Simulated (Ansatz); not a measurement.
# Ge (Cmcm) in Ansatz: notebook, part 2 of 2

Ansatz 0.2.0.

## 3. Relaxation of cell and atoms, PBE

File input.yaml:

```yaml
crystal:
  lattice:
    - [1.488052925, -2.59468961, 0.0]
    - [1.488052925, 2.59468961, 0.0]
    - [0.0, 0.0, 4.72759579]
  atoms:
    - { symbol: Ge, position: [0.33344663, 0.66655337, 0.25] }
    - { symbol: Ge, position: [0.66655337, 0.33344663, 0.75] }
hamiltonian:
  xc: pbe
  pseudopotentials: { kind: paw }
kpoints:
  mp_grid: { grid: [10, 10, 6] }
scf:
  occupations: { method: fermi_dirac, width: 0.05 }
output:
  forces: true
  stress: true
  eigenvalues: true
relax:
  f_tol: 0.01
  max_steps: 40
  cell: { stress_tol: 0.05 }
```

Potentials or basis: Ansatz PAW.

Run with:

```console
> ansatz run input.yaml --threads 2 --pin off --max-ram 5632MiB --backend cpu --events-out ev --progress --plain --runs-dir out
```

What it wrote:

```text
Warning: RAYON_NUM_THREADS=2 ignored (pool sized by the plan → 2); use --threads N
Engine: ansatz 0.2.0, x86_64-unknown-linux-gnu
Pseudopotentials: kind: paw
Pseudopotential: Ge, paw, valence charge 14, recommended cutoff 420 eV (normal), Ge.paw.azcp
Functional definition: PBE
  parameter kappa = 0.804
  parameter beta = 0.06672455060314922
  exchange = pbe_x(kappa = kappa, mu = beta*pi^2/3)
  correlation = pbe_c(beta = beta)
Crystal: 2 atoms, lattice volume = 36.507 Å³
Basis set: ecut = 420 eV, 695 PW (Γ), exchange–correlation on 40×40×64 points (8 copies of the dense FFT grid, shifted against one another)
Bands: 18, of which v1, the nominal top of the filled ones, is band 14 counted from 1 (13 counted from 0)
Symmetry: 8 space group operations
Space group: Cmcm (ITA 63), of the structure as read, at distance tolerance 3.3e-5 Å
k-points: 124 of 600
Non-local potential: Ge, projectors of the file, l = 0: 2, l = 1: 2, l = 2: 3, l = 3: 1
PAW form: soft (Blöchl's): semilocal exchange-correlation on the pseudo side does not see the compensation charge
PAW one-centre angular grid: Ge, 590 points (default); XC on 64 Gauss nodes
Initial density: superposition of atomic densities (neutral atoms: chi_scale 0, normalization atom), corrected by the library's trained network
Initial wavefunctions: pseudopotential atomic-orbital guess
Functional: x = pbe(κ = 0.804, μ = 0.2195149727645171), c = pbe(β = 0.06672455060314922)
SCF iter   1: F=—  HF=-8589.299144 eV  |F-HF|=—  |Δ(HF+E_count)|=         —  Δρ=1.45e-3  dr2=4.59e-4  ethr=1.77e-3  ⟨swp⟩=4.9  Hψ=9112  notcnv=0
preconditioner: auto → none  [metal: Δε(μ)=0.031 eV  Ē_g=23.192 eV  σ=0.050 eV  W_gap=0.15  n_scr=8 (ndim 8)  ℏωp=32.5 eV  f_vac=0.000  D(μ)=1.12/eV (n_scr^D=2)  sad-step TF]
SCF iter   2: F=—  HF=-8589.298868 eV  |F-HF|=—  |Δ(HF+E_count)|=   2.76e-4  Δρ=9.30e-4  dr2=2.14e-4  ethr=1.64e-6  ⟨swp⟩=2.0  Hψ=3708  notcnv=0
SCF iter   3: F=—  HF=-8589.298965 eV  |F-HF|=—  |Δ(HF+E_count)|=   9.70e-5  Δρ=1.31e-4  dr2=2.02e-6  ethr=7.64e-7  ⟨swp⟩=2.0  Hψ=2698  notcnv=0
SCF iter   4: F=—  HF=-8589.299020 eV  |F-HF|=—  |Δ(HF+E_count)|=   5.49e-5  Δρ=4.65e-5  dr2=3.65e-7  ethr=7.22e-9  ⟨swp⟩=2.0  Hψ=3937  notcnv=0
iter 5 did not close the SCF: its close was put off for the readings that it lacked (scf_convergence_deferred on its scf_iter line)
SCF iter   5: F=-8589.299021 eV  HF=-8589.299021 eV  |F-HF|=4.02e-8  |Δ(HF+E_count)|=   5.09e-7  Δρ=1.63e-5  dr2=3.04e-8  ethr=1.30e-9  ⟨swp⟩=2.0  Hψ=3938  notcnv=0
SCF iter   6: F=-8589.299021 eV  HF=-8589.299021 eV  |F-HF|=6.93e-9  |Δ(HF+E_count)|=   4.39e-8  Δρ=5.87e-6  dr2=4.00e-9  ethr=1.08e-10  ⟨swp⟩=1.6  Hψ=7032  notcnv=0
SCF 1 converged in 6 iterations: F = -8589.299021 eV  dr2 = 4.00e-9
relax step   1: F+E_penalty+E_count = -8589.29902078 eV  Δ(F+E_penalty+E_count) = +0.000e0 eV  max|allowed force component| = 8.473e-4 eV/Å  Δτ_max = 0.0000 Å  P = +4.312 GPa  Ω = 36.507 Å³  (6 SCF iters, dr2 threshold 1.00e-7 eV, accepted)
Crystal: 2 atoms, lattice volume = 39.843 Å³
Basis set: ecut = 420 eV, 785 PW (Γ), exchange–correlation on 40×40×64 points (8 copies of the dense FFT grid, shifted against one another)
Initial density: handed on by an earlier stage of this run
Initial wavefunctions: those handed on with the density
[... 53 lines left out ...]
SCF iter   5: F=—  HF=-8589.329831 eV  |F-HF|=—  |Δ(HF+E_count)|=  1.11e-10  Δρ=2.66e-7  dr2=2.44e-11  ethr=1.68e-12  ⟨swp⟩=2.0  Hψ=2718  notcnv=0
SCF iter   6: F=-8589.329831 eV  HF=-8589.329831 eV  |F-HF|=1.82e-12  |Δ(HF+E_count)|=    0.00e0  Δρ=7.53e-8  dr2=1.16e-12  ethr=1.00e-12  ⟨swp⟩=5.0  Hψ=8411  notcnv=0
SCF 7 converged in 6 iterations: F = -8589.329831 eV  dr2 = 1.16e-12
relax step   7: F+E_penalty+E_count = -8589.32983127 eV  Δ(F+E_penalty+E_count) = -3.262e-6 eV  max|allowed force component| = 1.636e-3 eV/Å  Δτ_max = 0.0007 Å  P = +0.005 GPa  Ω = 38.584 Å³  energy of the carried Pulay correction = -4.847e-4 eV  (6 SCF iters, accepted)
Basis set: ecut = 420 eV, 737 PW (Γ), exchange–correlation on 48×48×72 points (8 copies of the dense FFT grid, shifted against one another)
Initial wavefunctions: pseudopotential atomic-orbital guess (no wavefunctions were taken with the density)
iter 1 solved again at ethr=8.70e-8 eV; its pass at ethr=3.10e-3 eV (dr2=2.44e-5 eV) is discarded
SCF iter   1: F=—  HF=-8589.325727 eV  |F-HF|=—  |Δ(HF+E_count)|=         —  Δρ=1.64e-3  dr2=2.20e-5  ethr=8.70e-8  ⟨swp⟩=3.0  Hψ=14724  notcnv=0
SCF iter   2: F=—  HF=-8589.329189 eV  |F-HF|=—  |Δ(HF+E_count)|=   3.46e-3  Δρ=8.31e-4  dr2=5.64e-6  ethr=7.87e-8  ⟨swp⟩=2.0  Hψ=2677  notcnv=0
SCF iter   3: F=—  HF=-8589.330366 eV  |F-HF|=—  |Δ(HF+E_count)|=   1.18e-3  Δρ=1.37e-5  dr2=7.27e-9  ethr=2.02e-8  ⟨swp⟩=2.0  Hψ=2593  notcnv=0
SCF iter   4: F=—  HF=-8589.330366 eV  |F-HF|=—  |Δ(HF+E_count)|=   1.37e-9  Δρ=3.44e-6  dr2=2.47e-9  ethr=2.60e-11  ⟨swp⟩=2.0  Hψ=3978  notcnv=0
SCF iter   5: F=—  HF=-8589.330366 eV  |F-HF|=—  |Δ(HF+E_count)|=  8.17e-10  Δρ=1.61e-6  dr2=7.46e-10  ethr=8.82e-12  ⟨swp⟩=2.0  Hψ=3472  notcnv=0
SCF iter   6: F=—  HF=-8589.330366 eV  |F-HF|=—  |Δ(HF+E_count)|=  9.46e-11  Δρ=5.32e-7  dr2=1.21e-10  ethr=2.67e-12  ⟨swp⟩=2.8  Hψ=3996  notcnv=0
SCF iter   7: F=-8589.330366 eV  HF=-8589.330366 eV  |F-HF|=0.00e0  |Δ(HF+E_count)|=  1.64e-11  Δρ=9.54e-8  dr2=4.51e-12  ethr=1.00e-12  ⟨swp⟩=5.0  Hψ=8443  notcnv=0
SCF 8 converged in 7 iterations: F = -8589.330366 eV  dr2 = 4.51e-12
relax step   8: F+E_penalty+E_count = -8589.33036644 eV  Δ(F+E_penalty+E_count) = -5.352e-4 eV  max|allowed force component| = 1.633e-3 eV/Å  Δτ_max = 0.0000 Å  P = +0.014 GPa  Ω = 38.584 Å³  stress off target by 3.66e-2 GPa  SCF on the basis re-selected at this cell (its energy is not comparable with the rows above)  (7 SCF iters)
basis re-selected at this cell: Δ(F+E_penalty+E_count) = -5.352e-4 eV, ΔP = +0.009 GPa vs the last step (what re-selecting the basis moved, of the pressure what is left beyond the Pulay correction that the steps carried, after the strain that the cell walked since its last selection, with what the two solves' SCF thresholds leave and, on support functions, any second-order correction that the steps lacked; it is no measure of the basis error at this ecutwfc). The dense FFT grid was sized anew with the basis: this SCF ran on 24×24×36 points, the steps before it on 20×20×32, so part of this shift can come from that change (see relax.cell in the input reference). This SCF's stress stands 3.66e-2 GPa from its target on what of the cell is left free (relax.cell.stress_tol is 5.00e-2 GPa) and its largest allowed force component is 1.63e-3 eV/Å (relax.f_tol is 1.00e-2 eV/Å): within both
SCF converged after 7 iterations
Free energy (F): -8589.330366 eV
Harris-Foulkes:  -8589.330366 eV  (|F-HF|=0.00e0)
Internal energy: -8589.323040 eV  (E = F + TS)
E sigma→0 (E₀):  -8589.326703 eV
Entropy (-TS):   -0.007326 eV (-3.663 meV/atom)
Fermi energy:    10.752192 eV
--- Per-component energies (eV) ---
  E_band       = -234.474610
  E_kinetic    = 219.712792
  E_local      = -4289.410540  (includes V_loc(G=0)·N_el)
  E_nonlocal   = 829.578832
  E_hartree    = 1872.795133
  E_xc         = -150.996063
  E_vxc        = -128.733996  (∫ρ·V_xc dr)
  E_paw        = -4031.793318  (= ΣΔE_a)
  E_vpaw       = -611.212694  (= ΣTr[D̂ρ^β])
  E_aug_tail   = 0.000658  (compensation charges beyond the density's cutoff)
  E_ewald      = -3039.210533
  E_smearing   = -0.007326  (= −TS)
  E_closure    = -0.000000  (closes the sum)
  Σ components = -8589.330366   (vs F -8589.330366, Δ=0.00e0)
--- Forces (eV/Å), atoms counted from 1 ---
  atom   1  Ge     0.00000000    -0.00163265     0.00000000
  atom   2  Ge     0.00000000     0.00163265     0.00000000
  max |Σ_I F_I| component: 0.00e0 eV/Å
--- Stress (GPa, compression-positive) ---
        0.014539       0.000000       0.000000
        0.000000      -0.009609       0.000000
        0.000000       0.000000       0.036626
  P = ⅓ Tr σ = 0.0139 GPa (0.139 kbar)
--- Band table (eV; the first three rows and the last of 124) ---
  k-point 0: bands = ["-13.9505", "-13.9474", "-13.9470", "-13.9397", "-13.9397", "-13.9335", "-13.9221", "-13.9184", "-13.8630", "-13.8628", "-2.2081", "3.0398", "5.4144", "17.1461", "17.4491", "19.0903", "19.2897", "19.8287"]
  k-point 1: bands = ["-13.9513", "-13.9491", "-13.9471", "-13.9434", "-13.9416", "-13.9356", "-13.9145", "-13.9106", "-13.8654", "-13.8648", "-2.0355", "1.9752", "6.8163", "17.2777", "17.5770", "18.1543", "19.0020", "19.2078"]
  k-point 2: bands = ["-13.9537", "-13.9485", "-13.9481", "-13.9465", "-13.9451", "-13.9406", "-13.8997", "-13.8962", "-13.8727", "-13.8712", "-1.5180", "0.5288", "9.2665", "15.1524", "17.6508", "17.9358", "18.6907", "18.9194"]
  k-point 123: bands = ["-13.9766", "-13.9766", "-13.9564", "-13.9564", "-13.9017", "-13.9017", "-13.8603", "-13.8603", "-13.8584", "-13.8584", "3.6939", "3.6939", "5.9987", "5.9987", "15.0501", "15.0501", "15.3431", "15.3431"]
--- Relaxed structure (7 steps of the walk, 7 accepted, 1 SCFs on fresh bases) ---
  F+E_penalty+E_count = -8589.33036644 eV   max|allowed force component| = 1.633e-3 eV/Å   (the final SCF, on the basis selected at the relaxed cell)
  cell:  # Å, volume = 38.5838 Å³
    - [1.4980417989763888, -2.6351091087561285, 0.0]
    - [1.4980417989763888, 2.6351091087561285, 0.0]
    - [0.0, 0.0, 4.8871133571973395]
  atoms:
    - { symbol: Ge, position: [0.33473494919185776, 0.6652650508081422, 0.25] }
    - { symbol: Ge, position: [0.6652650508081422, 0.33473494919185776, 0.7500000000000001] }
```

Wall time 13 s (2 threads of Intel Xeon 6975P-C (Granite Rapids), shared host); peak memory 0.4 GiB.

Results:

- Free energy: -8589.3304 eV
- Relaxed volume: 19.29 Å³/atom
- Relaxed cell: a = 3.031 Å, b = 3.031 Å, c = 4.887 Å, α = 90.00°, β = 90.00°, γ = 120.76°
- Space group after relaxing (to 0.05 Å): Cmcm (No. 63)
- Energy gained by relaxing: 15.7 meV/atom
- Ionic steps: 8
- Pressure after relaxing: 0.0 GPa
- Band gap on the k mesh: none (metal or under the smearing width)

Step by step:
```
step  energy change (eV)  largest force (eV/Å)  volume (Å³)
   1              0.0000                0.0008        36.51
   2             -0.0225                0.0004        39.84
   3             -0.0306                0.0012        38.74
   4             -0.0308                0.0018        38.60
   5             -0.0308                0.0018        38.58
   6             -0.0308                0.0016        38.57
   7             -0.0308                0.0016        38.58
   8             -0.0313                0.0016        38.58
```

Final structure:
```xyz
2
Lattice="1.4980 -2.6351 0.0000 1.4980 2.6351 0.0000 0.0000 0.0000 4.8871" Properties=species:S:1:pos:R:3 pbc="T T T"
Ge    1.4980    0.8710    1.2218
Ge    1.4980   -0.8710    3.6653
```

Caveat: the plane-wave basis is chosen anew once the cell has moved, so the energies of steps on either side of that aren't comparable.

## 4. Relaxation of cell and atoms, PBEsol

Changes to input.yaml since step 3:

```diff
@@ -9,3 +9,3 @@
 hamiltonian:
-  xc: pbe
+  xc: pbesol
   pseudopotentials: { kind: paw }
```

Run with:

```console
> ansatz run input.yaml --threads 2 --pin off --max-ram 5632MiB --backend cpu --events-out ev --progress --plain --runs-dir out
```

Wall time 39 s (2 threads of Intel Xeon 6975P-C (Granite Rapids), shared host); peak memory 0.4 GiB.

The run converged. Its results:

```
Free energy                            : -8506.6204 eV
Relaxed volume                         : 18.36 Å³/atom
Relaxed cell                           : a = 2.850 Å, b = 2.850 Å, c = 5.219 Å, α = 90.00°, β = 90.00°, γ = 120.00°
Space group after relaxing (to 0.05 Å) : P6/mmm (No. 191)
Energy gained by relaxing              : 75.1 meV/atom
Ionic steps                            : 19
Pressure after relaxing                : 0.0 GPa
Band gap on the k mesh                 : none (metal or under the smearing width)
```

Step by step:
```csv
step,energy change (eV),largest force (eV/Å),volume (Å³)
1,0.0000,0.0006,36.51
2,-0.0051,0.0043,36.82
3,-0.0055,0.0061,36.63
4,-0.0057,0.0069,36.65
5,-0.0058,0.0077,36.64
6,-0.0060,0.0074,36.64
7,-0.0247,0.1107,36.49
8,-0.0682,0.0632,36.50
9,-0.1275,0.0727,36.41
10,-0.1408,0.0388,36.88
11,-0.1419,0.0134,36.59
12,-0.1465,0.0033,36.74
13,-0.1475,0.0028,36.73
14,-0.1481,0.0016,36.71
15,-0.1488,0.0009,36.64
16,-0.1489,0.0006,36.66
17,-0.1501,0.0006,36.66
18,-0.1502,0.0002,36.71
19,-0.1502,0.0002,36.71
```

Final structure:
```xyz
2
Lattice="1.4249 -2.4681 0.0000 1.4249 2.4681 0.0000 0.0000 0.0000 5.2192" Properties=species:S:1:pos:R:3 pbc="T T T"
Ge    1.4249    0.0008    1.3048
Ge    1.4249   -0.0008    3.9144
```

Levels at points of the mesh, in eV from the Fermi level:
| k point | band 12 | band 13 | band 14 | band 15 | band 16 | band 17 |
| --- | --- | --- | --- | --- | --- | --- |
| (0.00, 0.00, 0.00) | -9.13 | -6.14 | 7.47 | 8.17 | 8.17 | 10.68 |
| (0.00, 0.00, -0.50) | -12.10 | -0.41 | -0.41 | 9.43 | 9.43 | 9.43 |
| (0.00, -0.50, 0.00) | -5.81 | -3.67 | -2.34 | -2.11 | 3.33 | 3.97 |
| (0.00, -0.50, -0.50) | -7.07 | -4.54 | -4.54 | 4.01 | 4.01 | 5.22 |
| (-0.50, -0.50, 0.00) | -5.81 | -3.67 | -2.34 | -2.11 | 3.33 | 3.97 |
| (-0.50, -0.50, -0.50) | -7.07 | -4.54 | -4.54 | 4.01 | 4.01 | 5.22 |

Caveat: the plane-wave basis is chosen anew once the cell has moved, so the energies of steps on either side of that aren't comparable; the PAW data sets come from PBE, with cores solved anew for the run's functional, which leaves a small shift of forces and pressure.

## 5. Relaxation of cell and atoms, RPBE

Changes to input.yaml since step 4:

```diff
@@ -9,3 +9,3 @@
 hamiltonian:
-  xc: pbesol
+  xc: rpbe
   pseudopotentials: { kind: paw }
```

Run with:

```console
> ansatz run input.yaml --threads 2 --pin off --max-ram 5632MiB --backend cpu --events-out ev --progress --plain --runs-dir out
```

It took 7.7 s on 2 threads of Intel Xeon 6975P-C (Granite Rapids), shared host; peak memory 0.41 GiB.

It converged, with:

| Property | Result |
| --- | --- |
| Free energy | -8600.7379 eV |
| Relaxed volume | 19.76 Å³/atom |
| Relaxed cell | a = 3.053 Å, b = 3.053 Å, c = 4.925 Å, α = 90.00°, β = 90.00°, γ = 120.56° |
| Space group after relaxing (to 0.05 Å) | P6_3/mmc (No. 194) |
| Energy gained by relaxing | 28.8 meV/atom |
| Ionic steps | 6 |
| Pressure after relaxing | 0.0 GPa |
| Band gap on the k mesh | none (metal or under the smearing width) |

The path:
| step | energy change (eV) | largest force (eV/Å) | volume (Å³) |
| --- | --- | --- | --- |
| 1 | 0.0000 | 0.0012 | 36.51 |
| 2 | -0.0495 | 0.0014 | 40.74 |
| 3 | -0.0565 | 0.0003 | 39.70 |
| 4 | -0.0567 | 0.0008 | 39.54 |
| 5 | -0.0567 | 0.0007 | 39.53 |
| 6 | -0.0576 | 0.0007 | 39.53 |

Final structure:
```xyz
2
Lattice="1.5135 -2.6516 0.0000 1.5135 2.6516 0.0000 0.0000 0.0000 4.9248" Properties=species:S:1:pos:R:3 pbc="T T T"
Ge    1.5135    0.8825    1.2312
Ge    1.5135   -0.8825    3.6936
```

Levels at points of the mesh, in eV from the Fermi level:
| k point | band 11 | band 12 | band 13 | band 14 | band 15 | band 16 | band 17 | band 18 |
| --- | --- | --- | --- | --- | --- | --- | --- | --- |
| (0.00, 0.00, 0.00) | -12.77 | -7.64 | -5.22 | 6.31 | 6.50 | 8.17 | 8.35 | 8.90 |
| (0.00, 0.00, -0.50) | -11.24 | -11.24 | 1.31 | 1.31 | 7.31 | 7.31 | 7.49 | 7.49 |
| (0.00, -0.50, 0.00) | -8.12 | -6.79 | -2.57 | -1.45 | -0.79 | 1.41 | 2.43 | 6.33 |
| (0.00, -0.50, -0.50) | -6.87 | -6.87 | -4.59 | -4.59 | 3.91 | 3.91 | 4.47 | 4.47 |
| (-0.50, -0.50, 0.00) | -8.23 | -6.87 | -2.62 | -1.49 | -0.89 | 1.35 | 2.68 | 6.56 |
| (-0.50, -0.50, -0.50) | -6.99 | -6.99 | -4.63 | -4.63 | 4.16 | 4.16 | 4.49 | 4.49 |

Caveat: the plane-wave basis is chosen anew once the cell has moved, so the energies of steps on either side of that aren't comparable; the PAW data sets come from PBE, with cores solved anew for the run's functional, which leaves a small shift of forces and pressure.

## 6. Relaxation of cell and atoms, revPBE

Changes to input.yaml since step 5:

```diff
@@ -9,3 +9,3 @@
 hamiltonian:
-  xc: rpbe
+  xc: revpbe
   pseudopotentials: { kind: paw }
```

Potentials or basis: Ansatz PAW.

Run with:

```console
> ansatz run input.yaml --threads 2 --pin off --max-ram 5632MiB --backend cpu --events-out ev --progress --plain --runs-dir out
```

Wall time 13 s (2 threads of Intel Xeon 6975P-C (Granite Rapids), shared host); peak memory 0.41 GiB.

It converged, with:

- Free energy: -8597.4597 eV
- Relaxed volume: 19.63 Å³/atom
- Relaxed cell: a = 3.049 Å, b = 3.049 Å, c = 4.915 Å, α = 90.00°, β = 90.00°, γ = 120.76°
- Space group after relaxing (to 0.05 Å): Cmcm (No. 63)
- Energy gained by relaxing: 24.7 meV/atom
- Ionic steps: 8
- Pressure after relaxing: 0.0 GPa
- Band gap on the k mesh: none (metal or under the smearing width)

Step by step:
```csv
step,energy change (eV),largest force (eV/Å),volume (Å³)
1,0.0000,0.0011,36.51
2,-0.0394,0.0013,40.63
3,-0.0483,0.0006,39.44
4,-0.0486,0.0011,39.27
5,-0.0493,0.0011,39.27
6,-0.0493,0.0010,39.27
7,-0.0493,0.0008,39.27
8,-0.0493,0.0008,39.27
```

Final structure:
```
Ge
1.0
     1.50713   -2.65069    0.00000
     1.50713    2.65069    0.00000
     0.00000    0.00000    4.91479
Ge
2
Direct
  0.33432 0.66568 0.25000
  0.66568 0.33432 0.75000
```

Levels at points of the mesh, in eV from the Fermi level:
```tsv
k point	band 12	band 13	band 14	band 15	band 16	band 17
(0.00, 0.00, 0.00)	-7.66	-5.25	6.31	6.59	8.20	8.42
(0.00, 0.00, -0.50)	-11.29	1.32	1.32	7.32	7.32	7.57
(0.00, -0.50, 0.00)	-6.80	-2.57	-1.45	-0.79	1.43	2.42
(0.00, -0.50, -0.50)	-6.87	-4.61	-4.61	3.90	3.90	4.50
(-0.50, -0.50, 0.00)	-6.93	-2.62	-1.51	-0.91	1.31	2.75
(-0.50, -0.50, -0.50)	-7.02	-4.68	-4.68	4.24	4.24	4.52
```

Caveat: the plane-wave basis is chosen anew once the cell has moved, so the energies of steps on either side of that aren't comparable; the PAW data sets come from PBE, with cores solved anew for the run's functional, which leaves a small shift of forces and pressure.

## 7. Summary

| level | gap on the mesh (eV) | pressure (GPa) | relaxed volume (Å³/atom) |
| --- | --- | --- | --- |
| LDA | none | 0.0 | 17.92 |
| PBE | none | 0.0 | 19.29 |
| PBEsol | none | 0.0 | 18.36 |
| RPBE | none | 0.0 | 19.76 |
| revPBE | none | 0.0 | 19.63 |

Alike in all rows: task relaxation of cell and atoms; potentials or basis Ansatz PAW; no spin polarisation; cell relaxed; k mesh 10 × 10 × 6; cutoff (eV) 420; smearing fermi-dirac 0.05 eV.

Caveats: the plane-wave basis is chosen anew once the cell has moved, so the energies of steps on either side of that aren't comparable; the PAW data sets come from PBE, with cores solved anew for the run's functional, which leaves a small shift of forces and pressure (some runs).

Total energies depend on the potentials used, so only differences within one code and one set of settings carry meaning.
